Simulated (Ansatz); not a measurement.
# NaCl (Pm-3m) in Ansatz: equation of state

Aim: energy against volume of NaCl in PBE, for its equilibrium volume and stiffness.

Program: Ansatz 0.2.0. These are calculated values, not measurements. Logs are shortened: lines on timing, memory, paths and dates and some standing lists are left out, and cuts for length are marked.

## Step 1: The structure

The structure is cubic, space group Pm-3m (No. 221). The conventional cell has a = 3.502 Å, b = 3.502 Å, c = 3.502 Å, α = 90.00°, β = 90.00°, γ = 90.00°. Cl (site symmetry m-3m) has 8 Na at 3.03 Å as nearest neighbours. Around Na (site symmetry m-3m) lie 8 Cl at 3.03 Å.

Measurements of this composition are mostly on another form, of space group No. 225.

## Step 2: Single point, PBE, 20.19 Å³/atom (volume scaled by 0.94)

The input, input.yaml:

```yaml
crystal:
  lattice:
    - [3.4306966741, 0.0, 0.0]
    - [0.0, 3.4306966741, 0.0]
    - [0.0, 0.0, 3.4306966741]
  atoms:
    - { symbol: Cl, position: [0.5, 0.5, 0.5] }
    - { symbol: Na, position: [0.0, 0.0, 0.0] }
hamiltonian:
  xc: pbe
  pseudopotentials: { kind: paw }
kpoints:
  mp_grid: { grid: [8, 8, 8] }
scf:
  occupations: { method: fermi_dirac, width: 0.05 }
output:
  forces: true
  stress: true
  eigenvalues: true
```

Potentials or basis: Ansatz PAW.

Started as:

```console
$ ansatz run input.yaml --threads 2 --pin off --max-ram 5120MiB --backend cpu --events-out ev --progress --plain --runs-dir out
```

The program printed:

```text
Warning: RAYON_NUM_THREADS=2 ignored (pool sized by the plan → 2); use --threads N
Engine: ansatz 0.2.0, x86_64-unknown-linux-gnu
Pseudopotentials: kind: paw
Pseudopotential: Cl, paw, valence charge 7, recommended cutoff 420 eV (normal), Cl.paw.azcp
Pseudopotential: Na, paw, valence charge 9, recommended cutoff 420 eV (normal), Na.paw.azcp
Functional definition: PBE
  parameter kappa = 0.804
  parameter beta = 0.06672455060314922
  exchange = pbe_x(kappa = kappa, mu = beta*pi^2/3)
  correlation = pbe_c(beta = beta)
Crystal: 2 atoms, lattice volume = 40.378 Å³
Basis set: ecut = 420 eV, 751 PW (Γ), exchange–correlation on 48×48×48 points (8 copies of the dense FFT grid, shifted against one another)
Bands: 12, of which v1, the nominal top of the filled ones, is band 8 counted from 1 (7 counted from 0)
Symmetry: 48 space group operations
Space group: Pm-3m (ITA 221), of the structure as read, at distance tolerance 3.4e-5 Å
k-points: 35 of 512
Non-local potential: Cl, projectors of the file, l = 0: 2, l = 1: 2, l = 2: 2
Non-local potential: Na, projectors of the file, l = 0: 3, l = 1: 2, l = 2: 1
PAW form: soft (Blöchl's): semilocal exchange-correlation on the pseudo side does not see the compensation charge
PAW one-centre angular grid: Cl, 110 points (default); XC on 64 Gauss nodes
PAW one-centre angular grid: Na, 110 points (default); XC on 64 Gauss nodes
Initial density: superposition of atomic densities (neutral atoms: chi_scale 0, normalization atom), corrected by the library's trained network
Initial wavefunctions: pseudopotential atomic-orbital guess
Functional: x = pbe(κ = 0.804, μ = 0.2195149727645171), c = pbe(β = 0.06672455060314922)
SCF iter   1: F=—  HF=-2569.229254 eV  |F-HF|=—  |Δ(HF+E_count)|=         —  Δρ=9.14e-4  dr2=4.87e-4  ethr=1.77e-3  ⟨swp⟩=5.8  Hψ=2494  notcnv=0
preconditioner: auto → none  [insulator: Δε(μ)=4.181 eV  Ē_g=13.709 eV  σ=0.050 eV  W_gap=1.00  n_scr=6 (ndim 8)  ℏωp=16.5 eV  f_vac=0.006  D(μ)=0.00/eV (n_scr^D=0)  ε∞_Penn≈2.5]
SCF iter   2: F=—  HF=-2569.229758 eV  |F-HF|=—  |Δ(HF+E_count)|=   5.04e-4  Δρ=1.33e-3  dr2=1.09e-3  ethr=3.05e-6  ⟨swp⟩=2.0  Hψ=952  notcnv=0
SCF iter   3: F=—  HF=-2569.229489 eV  |F-HF|=—  |Δ(HF+E_count)|=   2.68e-4  Δρ=7.51e-4  dr2=3.55e-4  ethr=3.05e-6  ⟨swp⟩=2.0  Hψ=495  notcnv=0
SCF iter   4: F=—  HF=-2569.229372 eV  |F-HF|=—  |Δ(HF+E_count)|=   1.17e-4  Δρ=2.05e-4  dr2=2.67e-5  ethr=2.22e-6  ⟨swp⟩=2.0  Hψ=502  notcnv=0
SCF iter   5: F=—  HF=-2569.229334 eV  |F-HF|=—  |Δ(HF+E_count)|=   3.77e-5  Δρ=1.55e-4  dr2=1.55e-5  ethr=1.67e-7  ⟨swp⟩=2.0  Hψ=560  notcnv=0
SCF iter   6: F=—  HF=-2569.229330 eV  |F-HF|=—  |Δ(HF+E_count)|=   3.69e-6  Δρ=8.85e-5  dr2=4.99e-6  ethr=9.66e-8  ⟨swp⟩=1.1  Hψ=426  notcnv=0
SCF iter   7: F=—  HF=-2569.229329 eV  |F-HF|=—  |Δ(HF+E_count)|=   1.24e-6  Δρ=4.71e-5  dr2=1.42e-6  ethr=3.12e-8  ⟨swp⟩=1.2  Hψ=451  notcnv=0
SCF iter   8: F=—  HF=-2569.229329 eV  |F-HF|=—  |Δ(HF+E_count)|=   3.88e-7  Δρ=1.92e-5  dr2=2.35e-7  ethr=8.86e-9  ⟨swp⟩=1.9  Hψ=489  notcnv=0
SCF iter   9: F=-2569.229329 eV  HF=-2569.229329 eV  |F-HF|=1.73e-8  |Δ(HF+E_count)|=   6.80e-8  Δρ=6.09e-6  dr2=2.39e-8  ethr=6.25e-10  ⟨swp⟩=4.0  Hψ=1239  notcnv=0
SCF 1 converged in 9 iterations: F = -2569.229329 eV  dr2 = 2.39e-8
SCF converged after 9 iterations
Free energy (F): -2569.229329 eV
Harris-Foulkes:  -2569.229329 eV  (|F-HF|=1.73e-8)
Internal energy: -2569.229329 eV  (E = F + TS)
E sigma→0 (E₀):  -2569.229329 eV
Fermi energy:    5.070637 eV
--- Per-component energies (eV) ---
  E_band       = -221.007931
  E_kinetic    = 283.547659
  E_local      = -1443.101743  (includes V_loc(G=0)·N_el)
  E_nonlocal   = 143.545004
  E_hartree    = 502.755743
  E_xc         = -147.328239
  E_vxc        = -173.732496  (∫ρ·V_xc dr)
  E_paw        = -922.508908  (= ΣΔE_a)
  E_vpaw       = -36.776287  (= ΣTr[D̂ρ^β])
  E_aug_tail   = 0.000059  (compensation charges beyond the density's cutoff)
  E_ewald      = -986.138904
  E_smearing   = -0.000000  (= −TS)
  E_closure    = 0.000000  (closes the sum)
  Σ components = -2569.229329   (vs F -2569.229329, Δ=0.00e0)
--- Forces (eV/Å), atoms counted from 1 ---
  atom   1  Cl     0.00000000    -0.00000000     0.00000000
  atom   2  Na    -0.00000000    -0.00000000     0.00000000
  max |Σ_I F_I| component: 2.05e-30 eV/Å
--- Stress (GPa, compression-positive) ---
        1.977211       0.000000       0.000000
        0.000000       1.977211       0.000000
        0.000000       0.000000       1.977211
  P = ⅓ Tr σ = 1.9772 GPa (19.772 kbar)
--- Band table (eV; the first three rows and the last of 35) ---
  k-point 0: bands = ["-47.2108", "-19.1072", "-19.1072", "-19.1072", "-10.6875", "2.3686", "2.3686", "2.3686", "7.1074", "11.3602", "11.3602", "18.6393"]
  k-point 1: bands = ["-47.2105", "-19.1149", "-19.1065", "-19.1065", "-10.6303", "1.8306", "2.4043", "2.4043", "7.5736", "11.5342", "11.7566", "17.3496"]
  k-point 2: bands = ["-47.2098", "-19.1333", "-19.1048", "-19.1048", "-10.4867", "0.8135", "2.4930", "2.4930", "8.4922", "12.0392", "12.4373", "15.9996"]
  k-point 34: bands = ["-47.2048", "-19.1400", "-19.1400", "-19.1400", "-9.6413", "0.8716", "0.8716", "0.8716", "9.9960", "9.9960", "9.9960", "15.0880"]
```

Wall time 2.5 s (2 threads of AMD EPYC (Zen 3), shared host); peak memory 0.3 GiB.

Results:

```yaml
Free_energy: -2569.2293 eV
Pressure: 2.0 GPa
Band_gap_on_the_k_mesh: 4.20 eV, indirect (least direct gap 4.74 eV)
```

## Step 3: Single point, PBE, 20.62 Å³/atom (volume scaled by 0.96)

Edit input.yaml of step 2 so:

```diff
@@ -2,5 +2,5 @@
   lattice:
-    - [3.4306966741, 0.0, 0.0]
-    - [0.0, 3.4306966741, 0.0]
-    - [0.0, 0.0, 3.4306966741]
+    - [3.4548573058, 0.0, 0.0]
+    - [0.0, 3.4548573058, 0.0]
+    - [0.0, 0.0, 3.4548573058]
   atoms:
```

Potentials or basis: Ansatz PAW.

Started as:

```console
$ ansatz run input.yaml --threads 2 --pin off --max-ram 5120MiB --backend cpu --events-out ev --progress --plain --runs-dir out
```

The program printed:

```text
Warning: RAYON_NUM_THREADS=2 ignored (pool sized by the plan → 2); use --threads N
[... 9 set-up lines as earlier in the session ...]
Crystal: 2 atoms, lattice volume = 41.237 Å³
Basis set: ecut = 420 eV, 799 PW (Γ), exchange–correlation on 48×48×48 points (8 copies of the dense FFT grid, shifted against one another)
Bands: 12, of which v1, the nominal top of the filled ones, is band 8 counted from 1 (7 counted from 0)
[... 1 set-up line as earlier in the session ...]
Space group: Pm-3m (ITA 221), of the structure as read, at distance tolerance 3.5e-5 Å
k-points: 35 of 512
[... 23 lines left out ...]
Internal energy: -2569.238031 eV  (E = F + TS)
E sigma→0 (E₀):  -2569.238031 eV
Fermi energy:    4.835094 eV
--- Per-component energies (eV) ---
  E_band       = -223.907724
  E_kinetic    = 283.286067
  E_local      = -1453.799396  (includes V_loc(G=0)·N_el)
  E_nonlocal   = 143.507022
  E_hartree    = 506.734348
  E_xc         = -147.218927
  E_vxc        = -173.583558  (∫ρ·V_xc dr)
  E_paw        = -922.504613  (= ΣΔE_a)
  E_vpaw       = -36.784984  (= ΣTr[D̂ρ^β])
  E_aug_tail   = 0.000071  (compensation charges beyond the density's cutoff)
  E_ewald      = -979.242602
  E_smearing   = -0.000000  (= −TS)
  E_closure    = 0.000000  (closes the sum)
  Σ components = -2569.238031   (vs F -2569.238031, Δ=0.00e0)
--- Forces (eV/Å), atoms counted from 1 ---
  atom   1  Cl     0.00000000    -0.00000000     0.00000000
  atom   2  Na    -0.00000000     0.00000000     0.00000000
  max |Σ_I F_I| component: 1.54e-30 eV/Å
--- Stress (GPa, compression-positive) ---
        1.281060      -0.000000       0.000000
        0.000000       1.281060       0.000000
        0.000000       0.000000       1.281060
  P = ⅓ Tr σ = 1.2811 GPa (12.811 kbar)
--- Band table (eV; the first three rows and the last of 35) ---
  k-point 0: bands = ["-47.4247", "-19.3216", "-19.3216", "-19.3216", "-10.8070", "2.1885", "2.1885", "2.1885", "6.8326", "11.1904", "11.1904", "18.3778"]
  k-point 1: bands = ["-47.4245", "-19.3286", "-19.3210", "-19.3210", "-10.7528", "1.6672", "2.2232", "2.2232", "7.2924", "11.3625", "11.5642", "17.0622"]
  k-point 2: bands = ["-47.4238", "-19.3456", "-19.3194", "-19.3194", "-10.6169", "0.6803", "2.3093", "2.3093", "8.2076", "11.8621", "12.1784", "15.7346"]
  k-point 34: bands = ["-47.4193", "-19.3521", "-19.3521", "-19.3521", "-9.8153", "0.7419", "0.7419", "0.7419", "9.8018", "9.8018", "9.8018", "14.7162"]
```

It took 2.3 s on 2 threads of AMD EPYC (Zen 3), shared host; peak memory 0.3 GiB.

What came out:

| Quantity | Value |
| --- | --- |
| Free energy | -2569.2380 eV |
| Pressure | 1.3 GPa |
| Band gap on the k mesh | 4.12 eV, indirect (least direct gap 4.64 eV) |

## Step 4: Single point, PBE, 21.05 Å³/atom (volume scaled by 0.98)

Edit input.yaml of step 3 so:

```diff
@@ -2,5 +2,5 @@
   lattice:
-    - [3.4548573058, 0.0, 0.0]
-    - [0.0, 3.4548573058, 0.0]
-    - [0.0, 0.0, 3.4548573058]
+    - [3.4786846609, 0.0, 0.0]
+    - [0.0, 3.4786846609, 0.0]
+    - [0.0, 0.0, 3.4786846609]
   atoms:
@@ -19 +19,5 @@
   eigenvalues: true
+  write_density: true
+  write_potential: true
+  elf: true
+  volumetric_format: npy
```

Started as:

```console
$ ansatz run input.yaml --threads 2 --pin off --max-ram 5120MiB --backend cpu --events-out ev --progress --plain --runs-dir out
```

Wall time 3.2 s (2 threads of AMD EPYC (Zen 3), shared host); peak memory 0.3 GiB.

Results (log left out):

```yaml
Free_energy: -2569.2432 eV
Pressure: 0.7 GPa
Band_gap_on_the_k_mesh: 4.05 eV, indirect (least direct gap 4.55 eV)
```

## Step 5: Single point, PBE, 21.48 Å³/atom

The input, input.yaml:

```yaml
crystal:
  lattice:
    - [3.50219, 0.0, 0.0]
    - [0.0, 3.50219, 0.0]
    - [0.0, 0.0, 3.50219]
  atoms:
    - { symbol: Cl, position: [0.5, 0.5, 0.5] }
    - { symbol: Na, position: [0.0, 0.0, 0.0] }
hamiltonian:
  xc: pbe
  pseudopotentials: { kind: paw }
kpoints:
  mp_grid: { grid: [8, 8, 8] }
scf:
  occupations: { method: fermi_dirac, width: 0.05 }
output:
  forces: true
  stress: true
  eigenvalues: true
```

Started as:

```console
$ ansatz run input.yaml --threads 2 --pin off --max-ram 5120MiB --backend cpu --events-out ev --progress --plain --runs-dir out
```

It took 2.4 s on 2 threads of AMD EPYC (Zen 3), shared host; peak memory 0.3 GiB.

Results (log left out):

| Property | Result |
| --- | --- |
| Free energy | -2569.2452 eV |
| Pressure | 0.1 GPa |
| Band gap on the k mesh | 3.98 eV, indirect (least direct gap 4.47 eV) |

## Step 6: Single point, PBE, 21.91 Å³/atom (volume scaled by 1.02)

Edit input.yaml of step 5 so:

```diff
@@ -2,5 +2,5 @@
   lattice:
-    - [3.50219, 0.0, 0.0]
-    - [0.0, 3.50219, 0.0]
-    - [0.0, 0.0, 3.50219]
+    - [3.5253839872, 0.0, 0.0]
+    - [0.0, 3.5253839872, 0.0]
+    - [0.0, 0.0, 3.5253839872]
   atoms:
```

Potentials or basis: Ansatz PAW.

Started as:

```console
$ ansatz run input.yaml --threads 2 --pin off --max-ram 5120MiB --backend cpu --events-out ev --progress --plain --runs-dir out
```

Run time: 2.2 s. Hardware: 2 threads of AMD EPYC (Zen 3), shared host; peak memory 0.3 GiB.

The run converged. Its results:

```yaml
Free_energy: -2569.2444 eV
Pressure: -0.4 GPa
Band_gap_on_the_k_mesh: 3.91 eV, indirect (least direct gap 4.39 eV)
```

## Step 7: Single point, PBE, 22.34 Å³/atom (volume scaled by 1.04)

Edit input.yaml of step 6 so:

```diff
@@ -2,5 +2,5 @@
   lattice:
-    - [3.5253839872, 0.0, 0.0]
-    - [0.0, 3.5253839872, 0.0]
-    - [0.0, 0.0, 3.5253839872]
+    - [3.5482767325, 0.0, 0.0]
+    - [0.0, 3.5482767325, 0.0]
+    - [0.0, 0.0, 3.5482767325]
   atoms:
```

Started as:

```console
$ ansatz run input.yaml --threads 2 --pin off --max-ram 5120MiB --backend cpu --events-out ev --progress --plain --runs-dir out
```

It took 2 s on 2 threads of AMD EPYC (Zen 3), shared host; peak memory 0.31 GiB.

Results (log left out):

```yaml
Free_energy: -2569.2411 eV
Pressure: -0.8 GPa
Band_gap_on_the_k_mesh: 3.85 eV, indirect (least direct gap 4.31 eV)
```

## Step 8: Single point, PBE, 22.77 Å³/atom (volume scaled by 1.06)

Edit input.yaml of step 7 so:

```diff
@@ -2,5 +2,5 @@
   lattice:
-    - [3.5482767325, 0.0, 0.0]
-    - [0.0, 3.5482767325, 0.0]
-    - [0.0, 0.0, 3.5482767325]
+    - [3.5708778306, 0.0, 0.0]
+    - [0.0, 3.5708778306, 0.0]
+    - [0.0, 0.0, 3.5708778306]
   atoms:
@@ -19 +19,5 @@
   eigenvalues: true
+  write_density: true
+  write_potential: true
+  elf: true
+  volumetric_format: npy
```

Started as:

```console
$ ansatz run input.yaml --threads 2 --pin off --max-ram 5120MiB --backend cpu --events-out ev --progress --plain --runs-dir out
```

Run time: 2.8 s. Hardware: 2 threads of AMD EPYC (Zen 3), shared host; peak memory 0.31 GiB.

Results (log left out):

```
Free energy            : -2569.2356 eV
Pressure               : -1.2 GPa
Band gap on the k mesh : 3.79 eV, indirect (least direct gap 4.24 eV)
```

## Step 9: Equation of state, PBE

Potentials or basis: Ansatz PAW.

No new run: the results of the series are fitted here.

Results:

```
Equilibrium volume                      : 21.56 Å³/atom
Bulk modulus                            : 26 GPa
Pressure derivative of the bulk modulus : 4.7
```

Energy against volume, from the lowest point:
```
volume (Å³/atom)  energy (meV/atom)
          20.189               7.95
          20.619               3.60
          21.048               1.01
          21.478               0.00
          21.907               0.40
          22.337               2.05
          22.766               4.83
```
